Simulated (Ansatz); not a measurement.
Molecular dynamics on a 2×2×2 supercell (16 atoms) of CaS (Fm-3m), relaxed with r2SCAN. Forces come from PBE in the plane-wave code Ansatz: Langevin thermostat and barostat (NPT), 200 K, steps of 1 fs. Spin polarisation is off, nuclei are classical, and the run is far too short for thermal averages.

```yaml
crystal:
  lattice:
    - [0.0, 5.6958714881, 5.6958714881]
    - [5.6958714881, 0.0, 5.6958714881]
    - [5.6958714881, 5.6958714881, 0.0]
  atoms:
    - { symbol: Ca, position: [0.0, 0.0, 0.0] }
    - { symbol: S, position: [0.25, 0.25, 0.25] }
    - { symbol: Ca, position: [0.0, 0.0, 0.5] }
    - { symbol: S, position: [0.25, 0.25, 0.75] }
    - { symbol: Ca, position: [0.0, 0.5, 0.0] }
    - { symbol: S, position: [0.25, 0.75, 0.25] }
    - { symbol: Ca, position: [0.0, 0.5, 0.5] }
    - { symbol: S, position: [0.25, 0.75, 0.75] }
    - { symbol: Ca, position: [0.5, 0.0, 0.0] }
    - { symbol: S, position: [0.75, 0.25, 0.25] }
    - { symbol: Ca, position: [0.5, 0.0, 0.5] }
    - { symbol: S, position: [0.75, 0.25, 0.75] }
    - { symbol: Ca, position: [0.5, 0.5, 0.0] }
    - { symbol: S, position: [0.75, 0.75, 0.25] }
    - { symbol: Ca, position: [0.5, 0.5, 0.5] }
    - { symbol: S, position: [0.75, 0.75, 0.75] }
kpoints:
  mp_grid: { grid: [2, 2, 2] }
hamiltonian:
  xc: pbe
scf:
  occupations: { method: fermi_dirac, width: 0.02 }
md:
  ensemble: npt_langevin
  temperature: 200
  timestep: 1.0
  n_steps: 20
  initial_velocities: maxwell_boltzmann
  seed: 1601
```

Run as `ansatz run input.yaml --threads 4 --pin off --max-ram 3686MiB --backend cpu --events-out ev --progress --plain --runs-dir out`. It took 49 s on 4 threads of Arm Neoverse V2, on a shared host; peak host memory 1.1 GiB.

Problem. How do temperature and energy develop?

Solution. The temperature goes from 188 K to 107 K in 20 fs. The thermostat hasn't had time to restore it. The atoms start on their lattice sites with kinetic energy alone, so much of it first passes into potential energy.
```
step  t (fs)  T (K)  free energy F from step 0 (meV/atom)  kinetic energy (meV/atom)  pressure (GPa)  volume (Å³/atom)  largest force (eV/Å)
   0       0    188                                   0.0                       24.2            0.70             23.10                  0.00
   1       1    194                                   0.0                       25.0            0.70             23.10                  0.04
   2       2    193                                   0.1                       24.9            0.70             23.10                  0.07
   3       3    197                                   0.3                       25.4            0.70             23.10                  0.11
   4       4    180                                   0.5                       23.3            0.70             23.10                  0.15
   5       5    192                                   0.8                       24.8            0.72             23.10                  0.18
   6       6    182                                   1.2                       23.5            0.72             23.10                  0.22
   7       7    174                                   1.5                       22.5            0.71             23.10                  0.26
   8       8    174                                   2.0                       22.5            0.69             23.11                  0.29
   9       9    170                                   2.5                       21.9            0.68             23.12                  0.33
  10      10    173                                   3.0                       22.4            0.66             23.13                  0.37
  11      11    158                                   3.6                       20.5            0.62             23.15                  0.41
  12      12    156                                   4.2                       20.2            0.58             23.17                  0.45
  13      13    145                                   4.8                       18.7            0.53             23.19                  0.48
  14      14    141                                   5.4                       18.3            0.48             23.22                  0.52
  15      15    147                                   6.1                       19.0            0.45             23.24                  0.55
  16      16    140                                   6.8                       18.0            0.40             23.26                  0.58
  17      17    126                                   7.5                       16.2            0.36             23.28                  0.61
  18      18    121                                   8.2                       15.6            0.32             23.30                  0.64
  19      19    118                                   8.8                       15.2            0.26             23.33                  0.67
  20      20    107                                   9.5                       13.8            0.20             23.36                  0.69
```

Positions (Å) and forces (eV/Å) at step 20:
```
cell (Å): 0.000 5.717 5.717; 5.717 0.000 5.717; 5.717 5.717 0.000
Ca  -0.007   0.010   0.003     0.014  -0.118   0.003
S    2.837   2.794   2.844     0.032   0.270   0.069
Ca   2.861   2.831  -0.067     0.047   0.167   0.369
S    5.752   5.633   2.941    -0.161   0.495  -0.455
Ca   2.906  -0.028   2.894    -0.054   0.229  -0.067
S    5.701   2.854   5.771    -0.050  -0.119  -0.260
Ca   5.667   2.911   2.904     0.058  -0.463  -0.206
S    8.598   5.710   5.729    -0.025   0.056   0.091
Ca  -0.002   2.874   2.808     0.042  -0.094   0.350
S    2.883   5.731   5.708    -0.178  -0.092   0.038
Ca   2.882   5.714   2.892    -0.116  -0.044  -0.240
S    5.708   8.579   5.721    -0.050   0.000  -0.044
Ca   2.789   2.890   5.729     0.111  -0.204  -0.059
S    5.755   5.702   8.544    -0.037   0.099   0.189
Ca   5.699   5.670   5.679     0.214   0.268   0.365
S    8.534   8.647   8.591     0.154  -0.450  -0.145
```
